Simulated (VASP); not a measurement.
Here is a VASP 6.6.1 calculation.

File INCAR:

```
PREC = Accurate ; ENCUT = 600
EDIFF = 1E-7 ; ISMEAR = 1
SIGMA = 0.1 ; LREAL = False
LASPH = True ; NELM = 80
ALGO = Normal ; ISIF = 3
LWAVE = False ; LCHARG = False
GGA = PE ; IBRION = 2
NSW = 90 ; EDIFFG = -0.005
```

KPOINTS

```
Automatic mesh
0
Gamma
  12 12 12
```

POSCAR

```
Bi                                      
1.0
    2.2923225448      1.3234730383      4.0448875252
   -2.2923225448      1.3234730383      4.0448875252
    0.0000000000     -2.6469460767      4.0448875252
  Bi            
     2
Direct
     0.2338487919658584    0.2338487919658584    0.2338487919658584
     0.7661512080341416    0.7661512080341416    0.7661512080341416
```

Potentials or basis: VASP PAW PBE potentials, release 64 (Bi_d).

The run is started by

```bash
$ cat potpaw_PBE.64/Bi_d/POTCAR > POTCAR
$ mpirun -np 1 vasp_std > vasp.out
```

(1) What does it give for the relaxed volume?

(2) Predict the band gap on the k mesh.

## Answers

(1) 36.82 Å³/atom.

(2) none (metal or under the smearing width).

Caveat: spin-orbit coupling is left out, which moves the levels of the heavy elements.
